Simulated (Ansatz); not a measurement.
System: Hg (fcc type), 1 atom in the cell.

Theory: Ansatz, PBE with spin–orbit coupling, all-electron LAPW, point nucleus.

k-mesh 4×4×4 Γ-centred; Fermi–Dirac smearing of 0.15 eV.

```
Hg
1.0
     0.00000    2.51980    2.51980
     2.51980    0.00000    2.51980
     2.51980    2.51980    0.00000
Hg
1
Direct
  0.00000 0.00000 0.00000
```

Problem. What pressure does the calculation give?

Solution. The pressure is -1.85 GPa, so at these settings the cell is stretched and would shrink.

The k-mesh is coarse, so these values belong to this mesh and can lie far from the converged ones. This cubic structure is a model: it isn't the usual form of the substance at ambient conditions, and such phases are metastable or hypothetical.
